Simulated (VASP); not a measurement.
# PbSe (Fm-3m) in VASP: further runs

Aim: see how the results for PbSe move with the level of theory and the settings. Levels: LDA, PBE. Tasks: relaxation of cell and atoms.

All numbers are computed with VASP 6.6.1; they aren't measurements. Logs are shortened: lines on timing, memory, paths and dates and some standing lists are left out, and cuts for length are marked.

## 1. The crystal as given

Symmetry: Fm-3m, No. 225, cubic system. Conventional cell: a = 6.046 Å, b = 6.046 Å, c = 6.046 Å, α = 90.00°, β = 90.00°, γ = 90.00°. Pb (site symmetry m-3m) is surrounded by 6 Se at 3.02 Å. Se (site symmetry m-3m) has 6 Pb at 3.02 Å as nearest neighbours.

## 2. Relaxation of cell and atoms, LDA

INCAR reads:

```
PREC = Accurate
ENCUT = 600
EDIFF = 1E-7
ISMEAR = 0
SIGMA = 0.03
LREAL = F
LASPH = T
NELM = 80
ALGO = Normal
ISIF = 3
LWAVE = F
LCHARG = F
IBRION = 2
NSW = 90
EDIFFG = -0.005
```

KPOINTS reads:

```
regular mesh
0
Gamma
  8 8 8
```

POSCAR reads:

```
PbSe                                    
1.0
   -0.0000000000      3.0229038105      3.0229038105
    3.0229038105     -0.0000000000      3.0229038105
    3.0229038105      3.0229038105      0.0000000000
  Pb              Se            
     1     1
Direct
     0.0000000000000000    0.0000000000000000    0.0000000000000000
     0.5000000000000000    0.5000000000000000    0.5000000000000000
```

Potentials or basis: VASP PAW LDA potentials, release 64 (Pb_d, Se).

Command:

```
$ cat potpaw_LDA.64/Pb_d/POTCAR potpaw_LDA.64/Se/POTCAR > POTCAR
$ mpirun -np 1 vasp_std > vasp.out
```

OUTCAR:

```text
PREC = Accurate
   ENCUT = 600
   EDIFF = 1E-7
   ISMEAR = 0
   LREAL = F
   LASPH = T
   NELM = 80
   ISIF = 3
   IBRION = 2
   NSW = 90
   EDIFFG = -0.005

 ion  position               nearest neighbor table
   1  0.000  0.000  0.000-   2 3.02   2 3.02   2 3.02   2 3.02   2 3.02   2 3.02
   2  0.500  0.500  0.500-   1 3.02   1 3.02   1 3.02   1 3.02   1 3.02   1 3.02

  LATTYP: Found a face centered cubic cell.
 ALAT       =     6.0458076210

  Lattice vectors:

 A1 = (   0.0000000000,   3.0229038105,   3.0229038105)
 A2 = (   3.0229038105,   0.0000000000,   3.0229038105)
 A3 = (   3.0229038105,   3.0229038105,   0.0000000000)

Analysis of symmetry for initial positions (statically):
=====================================================================
 Subroutine PRICEL returns:
 Original cell was already a primitive cell.

 Routine SETGRP: Setting up the symmetry group for a
 face centered cubic supercell.

 Subroutine GETGRP returns: Found 48 space group operations
 (whereof 48 operations were pure point group operations)
 out of a pool of 48 trial point group operations.

The static configuration has the point symmetry O_h .

Analysis of symmetry for dynamics (positions and initial velocities):
=====================================================================
 Subroutine PRICEL returns:
 Original cell was already a primitive cell.

 Routine SETGRP: Setting up the symmetry group for a
 face centered cubic supercell.

 Subroutine GETGRP returns: Found 48 space group operations
 (whereof 48 operations were pure point group operations)
 out of a pool of 48 trial point group operations.

The dynamic configuration has the point symmetry O_h .

 Subroutine INISYM returns: Found 48 space group operations
 (whereof 48 operations are pure point group operations),
 and found     1 'primitive' translations

----------------------------------------------------------------------------------------

                                     Primitive cell

  volume of cell :      55.2463

  direct lattice vectors                    reciprocal lattice vectors
     0.000000000  3.022903810  3.022903810    -0.165403874  0.165403874  0.165403874
     3.022903810  0.000000000  3.022903810     0.165403874 -0.165403874  0.165403874
     3.022903810  3.022903810  0.000000000     0.165403874  0.165403874 -0.165403874

  length of vectors
     4.275031567  4.275031567  4.275031567     0.286487913  0.286487913  0.286487913

  position of ions in fractional coordinates (direct lattice)
     0.000000000  0.000000000  0.000000000
     0.500000000  0.500000000  0.500000000

  ion indices of the primitive-cell ions
   primitive index   ion index
[... 90 lines left out ...]
   EFERMI_NEDOS =   21; number of points for ismear=-14 and -15
   IALGO  =     38    algorithm
   IMIX   =      4    mixing-type and parameters
     AMIX     =   0.40;   BMIX     =  1.00
     AMIX_MAG =   1.60;   BMIX_MAG =  1.00
  volume/ion in A,a.u.               =      27.62       186.41
  Fermi-wavevector in a.u.,A,eV,Ry     =   1.166766  2.204868 18.522201  1.361343
  Thomas-Fermi vector in A             =   2.303275
   LORBIT       =      0    0 simple, 1 ext, 2 COOP (PROOUT), +10 PAW based schemes
   GGA     = CA    functional components
   LHFCALC =     F    Hartree Fock is set to
   AEXX    =    0.0000 exact exchange contribution
   IVDW    =     0    specifies the selected vdW correction
   LEPSILON=     F    determine dielectric tensor
   LRPA    =     F    only Hartree local field effects (RPA)
 conjugate gradient relaxation of ions
 non-spin polarized calculation
 Gauss-broadening in eV      SIGMA  =   0.03
  energy-cutoff  :      600.00
  volume of cell :       55.25
 maximum number of plane-waves:      1868
 NGX is ok and might be reduce to    36
   NGX = 17   NGY = 17   NGZ = 17

 number of electron      19.9999998 magnetization

 Free energy of the ion-electron system (eV)
  ---------------------------------------------------
  ext. energy  EPLUGINS =         0.00000000
  ---------------------------------------------------
  free energy    TOTEN  =        -9.45839674 eV

  energy without entropy =       -9.45820704  energy(sigma->0) =       -9.45830189

 E-fermi :   5.4374     XC(G=0): -10.0138

 val. band max:        5.4200975569   @ k =   0.5000   0.0000   0.0000
 cond. band min:       5.4546819081   @ k =   0.5000   0.0000   0.0000
 fundamental gap:      0.0345843511
 Fermi energy:         5.4373897324

 k-point     1 :       0.0000    0.0000    0.0000
  band No.  band energies     occupation
      1     -11.4654      2.00000
      2     -11.4654      2.00000
      3     -11.4613      2.00000
      4     -11.4613      2.00000
      5     -11.4613      2.00000
      6      -8.5537      2.00000
      7      -0.9376      2.00000
      8       3.3444      2.00000
      9       3.3444      2.00000
     10       3.3444      2.00000
     11      10.0675      0.00000
     12      10.0675      0.00000
     13      10.0675      0.00000
     14      11.7809      0.00000
[... 377 lines left out ...]
      1     -11.5363      2.00000
      2     -11.4796      2.00000
      3     -11.4497      2.00000
      4     -11.4373      2.00000
      5     -11.4193      2.00000
      6      -7.1632      2.00000
      7      -3.3430      2.00000
      8       1.8843      2.00000
      9       2.2937      2.00000
     10       4.5059      2.00000
     11       6.6061      0.00000
     12       8.7505      0.00000
     13       9.4814      0.00000
     14      12.9087      0.00000

 [... further k-points ...]

------------------------ aborting loop because EDIFF is reached ----------------------------------------

  FORCE on cell =-STRESS in cart. coord.  units (eV):
  Direction    XX          YY          ZZ          XY          YZ          ZX
  --------------------------------------------------------------------------------------
  -------------------------------------------------------------------------------------
  Total       -0.0002575     -0.0002575     -0.0002575      0.0000000      0.0000000     -0.0000000
  in kB       -0.0074689     -0.0074689     -0.0074689      0.0000000      0.0000000     -0.0000000
  external PRESSURE =      -0.0074689 kB  Pullay stress =       0.0000000 kB

 VOLUME and BASIS-vectors are now :
 -----------------------------------------------------------------------------
  energy-cutoff  :      600.00
  volume of cell :       55.25
      direct lattice vectors                 reciprocal lattice vectors
     0.000000000  3.022903810  3.022903810    -0.165403874  0.165403874  0.165403874
     3.022903810  0.000000000  3.022903810     0.165403874 -0.165403874  0.165403874
     3.022903810  3.022903810  0.000000000     0.165403874  0.165403874 -0.165403874

 POSITION                                       TOTAL-FORCE (eV/Angst)
 -----------------------------------------------------------------------------------
      0.00000      0.00000      0.00000         0.000000      0.000000     -0.000000
      3.02290      3.02290      3.02290        -0.000000     -0.000000      0.000000
 -----------------------------------------------------------------------------------
    total drift:                               -0.000000      0.000000      0.000000

  FREE ENERGIE OF THE ION-ELECTRON SYSTEM (eV)
  ---------------------------------------------------
  free  energy   TOTEN  =        -9.4583967417 eV

  energy  without entropy=       -9.4582070385  energy(sigma->0) =       -9.45830189

 reached required accuracy - stopping structural energy minimisation
```

It took 19 s on 1 thread of Intel Xeon Platinum 8488C (Sapphire Rapids), shared host; peak memory 0.18 GiB.

Results:

```yaml
Free_energy: -9.4584 eV
Pressure_after_relaxing: 0.0 GPa
Band_gap_on_the_k_mesh: 0.03 eV, direct
```

Final structure:
```yaml
crystal:
  lattice:
    - [0.00000, 3.02290, 3.02290]
    - [3.02290, 0.00000, 3.02290]
    - [3.02290, 3.02290, 0.00000]
  atoms:
    - { symbol: Pb, position: [0.00000, 0.00000, 0.00000] }
    - { symbol: Se, position: [0.50000, 0.50000, 0.50000] }
```

Levels at points of the mesh, in eV from the valence-band top:
```tsv
k point	band 8	band 9	band 10	band 11	band 12	band 13
(0.00, 0.00, 0.00)	-2.08	-2.08	-2.08	4.65	4.65	4.65
(0.50, 0.00, 0.00)	-1.62	-1.62	0.00	0.03	1.49	1.49
(0.50, 0.50, 0.00)	-5.37	-3.52	-3.52	3.42	5.62	5.62
```

Caveat: the relaxation stopped at its first step, so nothing moved; spin-orbit coupling is left out, which as a rule narrows the gap of such compounds by several tenths of an eV.

## 3. Relaxation of cell and atoms, PBE

This run uses another cell than the first one, of 28.67 Å³/atom, 1.038 times its volume.

INCAR reads:

```
PREC = Accurate ; ENCUT = 600
EDIFF = 1E-6 ; ISMEAR = 0
SIGMA = 0.03 ; LREAL = False
LASPH = True ; NELM = 80
ALGO = Normal ; ISIF = 3
LWAVE = False ; LCHARG = False
GGA = PE ; IBRION = 2
NSW = 90 ; EDIFFG = -0.01
```

KPOINTS is that of step 2.

POSCAR reads:

```
PbSe
1.0
    0.0000000000      3.0606500000      3.0606500000
    3.0606500000      0.0000000000      3.0606500000
    3.0606500000      3.0606500000      0.0000000000
Pb Se
1 1
Direct
    0.0000000000      0.0000000000      0.0000000000
    0.5000000000      0.5000000000      0.5000000000
```

Potentials or basis: VASP PAW PBE potentials, release 64 (Pb_d, Se).

Command:

```
$ cat potpaw_PBE.64/Pb_d/POTCAR potpaw_PBE.64/Se/POTCAR > POTCAR
$ mpirun -np 1 vasp_std > vasp.out
```

Run time: 25 s. Hardware: 1 thread of Intel Xeon 6975P-C (Granite Rapids), shared host; peak memory 0.22 GiB.

The run converged. Its results:

```yaml
Free_energy: -8.1985 eV
Relaxed_volume: 30.05 Å³/atom
Relaxed_cell: a = 4.397 Å, b = 4.397 Å, c = 4.397 Å, α = 60.00°, β = 60.00°, γ = 60.00°
Space_group_after_relaxing_to_0.05_Å: Fm-3m (No. 225)
Energy_gained_by_relaxing: 10.1 meV/atom
Ionic_steps: 3
Pressure_after_relaxing: 0.0 GPa
Band_gap_on_the_k_mesh: 0.44 eV, direct
```

Step by step:
```csv
step,energy change (eV),largest force (eV/Å),pressure (GPa),volume (Å³)
1,0.0000,0.0000,2.44,57.34
2,-0.0180,0.0000,-0.70,61.04
3,-0.0201,0.0000,0.02,60.09
```

Final structure:
```
Pb Se
1.0
     0.00000    3.10883    3.10883
     3.10883    0.00000    3.10883
     3.10883    3.10883    0.00000
Pb Se
1 1
Direct
  0.00000 0.00000 0.00000
  0.50000 0.50000 0.50000
```

Levels at points of the mesh, in eV from the valence-band top:
| k point | band 8 | band 9 | band 10 | band 11 | band 12 | band 13 |
| --- | --- | --- | --- | --- | --- | --- |
| (0.00, 0.00, 0.00) | -1.64 | -1.64 | -1.64 | 4.64 | 4.64 | 4.64 |
| (0.50, 0.00, 0.00) | -1.26 | -1.26 | 0.00 | 0.44 | 1.83 | 1.83 |
| (0.50, 0.50, 0.00) | -4.57 | -2.91 | -2.91 | 3.92 | 5.47 | 5.47 |

Caveat: spin-orbit coupling is left out, which as a rule narrows the gap of such compounds by several tenths of an eV. PBE usually gives volumes a little too large and moduli too small.

## 4. Relaxation of cell and atoms, PBE

This run uses another cell than the first one, of 30.05 Å³/atom, 1.088 times its volume.

INCAR reads:

```
PREC = Accurate ; ENCUT = 600
EDIFF = 1E-7 ; ISMEAR = 0
SIGMA = 0.03 ; LREAL = False
LASPH = True ; NELM = 80
ALGO = Normal ; ISIF = 3
LWAVE = False ; LCHARG = False
GGA = PE ; IBRION = 2
NSW = 90 ; EDIFFG = -0.005
```

KPOINTS is that of step 3.

POSCAR reads:

```
PbSe                                    
1.0
   -0.0000000000      3.1088316880      3.1088316880
    3.1088316880      0.0000000000      3.1088316880
    3.1088316880      3.1088316880      0.0000000000
  Pb              Se            
     1     1
Direct
     0.0000000000000000    0.0000000000000000    0.0000000000000000
     0.5000000000000000    0.5000000000000000    0.5000000000000000
```

Potentials or basis: VASP PAW PBE potentials, release 64 (Pb_d, Se).

Command:

```
$ cat potpaw_PBE.64/Pb_d/POTCAR potpaw_PBE.64/Se/POTCAR > POTCAR
$ mpirun -np 1 vasp_std > vasp.out
```

OUTCAR:

```text
PREC = Accurate
   ENCUT = 600
   EDIFF = 1E-7
   ISMEAR = 0
   LREAL = False
   LASPH = True
   NELM = 80
   ISIF = 3
   GGA = PE
   IBRION = 2
   NSW = 90
   EDIFFG = -0.005

 ion  position               nearest neighbor table
   1  0.000  0.000  0.000-   2 3.11   2 3.11   2 3.11   2 3.11   2 3.11   2 3.11
   2  0.500  0.500  0.500-   1 3.11   1 3.11   1 3.11   1 3.11   1 3.11   1 3.11

  LATTYP: Found a face centered cubic cell.
 ALAT       =     6.2176633760

  Lattice vectors:

 A1 = (   0.0000000000,   3.1088316880,   3.1088316880)
 A2 = (   3.1088316880,   0.0000000000,   3.1088316880)
 A3 = (   3.1088316880,   3.1088316880,   0.0000000000)

Analysis of symmetry for initial positions (statically):
=====================================================================
 Subroutine PRICEL returns:
 Original cell was already a primitive cell.

 Routine SETGRP: Setting up the symmetry group for a
 face centered cubic supercell.

 Subroutine GETGRP returns: Found 48 space group operations
 (whereof 48 operations were pure point group operations)
 out of a pool of 48 trial point group operations.

The static configuration has the point symmetry O_h .
[... 179 lines left out ...]
      8       2.8323      2.00000
      9       2.8323      2.00000
     10       2.8323      2.00000
     11       9.1078      0.00000
     12       9.1078      0.00000
     13       9.1078      0.00000
     14      11.1175      0.00000
[... 377 lines left out ...]
      1     -12.3033      2.00000
      2     -12.2695      2.00000
      3     -12.2558      2.00000
      4     -12.2480      2.00000
      5     -12.2357      2.00000
      6      -7.5860      2.00000
      7      -3.7515      2.00000
      8       1.5344      2.00000
      9       1.8754      2.00000
     10       3.7629      2.00000
     11       5.9693      0.00000
     12       7.9077      0.00000
     13       8.5256      0.00000
     14      12.1379      0.00000

 [... further k-points ...]

------------------------ aborting loop because EDIFF is reached ----------------------------------------

  FORCE on cell =-STRESS in cart. coord.  units (eV):
  Direction    XX          YY          ZZ          XY          YZ          ZX
  --------------------------------------------------------------------------------------
  -------------------------------------------------------------------------------------
  Total        0.0021135      0.0021135      0.0021135      0.0000000     -0.0000000     -0.0000000
  in kB        0.0563505      0.0563505      0.0563505      0.0000000     -0.0000000     -0.0000000
  external PRESSURE =       0.0563505 kB  Pullay stress =       0.0000000 kB

 VOLUME and BASIS-vectors are now :
 -----------------------------------------------------------------------------
  energy-cutoff  :      600.00
  volume of cell :       60.09
      direct lattice vectors                 reciprocal lattice vectors
     0.000000000  3.108831688  3.108831688    -0.160832123  0.160832123  0.160832123
     3.108831688  0.000000000  3.108831688     0.160832123 -0.160832123  0.160832123
     3.108831688  3.108831688  0.000000000     0.160832123  0.160832123 -0.160832123

 POSITION                                       TOTAL-FORCE (eV/Angst)
 -----------------------------------------------------------------------------------
      0.00000      0.00000      0.00000        -0.000000     -0.000000     -0.000000
      3.10883      3.10883      3.10883         0.000000      0.000000      0.000000
 -----------------------------------------------------------------------------------
    total drift:                                0.000000      0.000000      0.000000

  FREE ENERGIE OF THE ION-ELECTRON SYSTEM (eV)
  ---------------------------------------------------
  free  energy   TOTEN  =        -8.1987869944 eV

  energy  without entropy=       -8.1987869944  energy(sigma->0) =       -8.19878699

 reached required accuracy - stopping structural energy minimisation
```

OSZICAR:

```text
N       E                     dE             d eps       ncg     rms          rms(c)
DAV:   1     0.168664131542E+03    0.16866E+03   -0.10386E+04   812   0.161E+03
DAV:   2     0.616192129350E+01   -0.16250E+03   -0.15936E+03   824   0.373E+02
DAV:   3    -0.816880976371E+01   -0.14331E+02   -0.14024E+02  1106   0.112E+02
DAV:   4    -0.850965164347E+01   -0.34084E+00   -0.34050E+00   864   0.203E+01
DAV:   5    -0.852048074635E+01   -0.10829E-01   -0.10829E-01  1162   0.381E+00    0.271E+00
DAV:   6    -0.819949316627E+01    0.32099E+00   -0.87829E-01  1160   0.708E+00    0.148E+00
DAV:   7    -0.819546103076E+01    0.40321E-02   -0.13229E-01   898   0.199E+00    0.835E-01
DAV:   8    -0.819916511597E+01   -0.37041E-02   -0.14617E-02   866   0.157E+00    0.170E-01
DAV:   9    -0.819868369823E+01    0.48142E-03   -0.26694E-03  1232   0.574E-01    0.637E-02
DAV:  10    -0.819878051842E+01   -0.96820E-04   -0.23729E-04   860   0.126E-01    0.210E-02
DAV:  11    -0.819878668780E+01   -0.61694E-05   -0.74793E-05  1012   0.997E-02    0.556E-03
DAV:  12    -0.819878699579E+01   -0.30799E-06   -0.44152E-06  1028   0.167E-02    0.232E-03
DAV:  13    -0.819878699444E+01    0.13479E-08   -0.52833E-07   878   0.529E-03
   1 F= -.81987870E+01 E0= -.81987870E+01  d E =-.819879E+01
```

Wall time 11 s (1 thread of Intel Xeon 6975P-C (Granite Rapids), shared host); peak memory 0.21 GiB.

Results:

```
Free energy             : -8.1988 eV
Pressure after relaxing : 0.0 GPa
Band gap on the k mesh  : 0.44 eV, direct
```

Final structure:
```cif
data_structure
_symmetry_space_group_name_H-M 'P 1'
_symmetry_Int_Tables_number 1
_cell_length_a 4.3966
_cell_length_b 4.3966
_cell_length_c 4.3966
_cell_angle_alpha 60.000
_cell_angle_beta 60.000
_cell_angle_gamma 60.000
_cell_volume 60.09
loop_
_atom_site_label
_atom_site_type_symbol
_atom_site_fract_x
_atom_site_fract_y
_atom_site_fract_z
_atom_site_occupancy
Pb1 Pb 0.00000 0.00000 0.00000 1
Se1 Se 0.50000 0.50000 0.50000 1
```

Caveat: the relaxation stopped at its first step, so nothing moved; spin-orbit coupling is left out, which as a rule narrows the gap of such compounds by several tenths of an eV. A k mesh can miss the band edges.
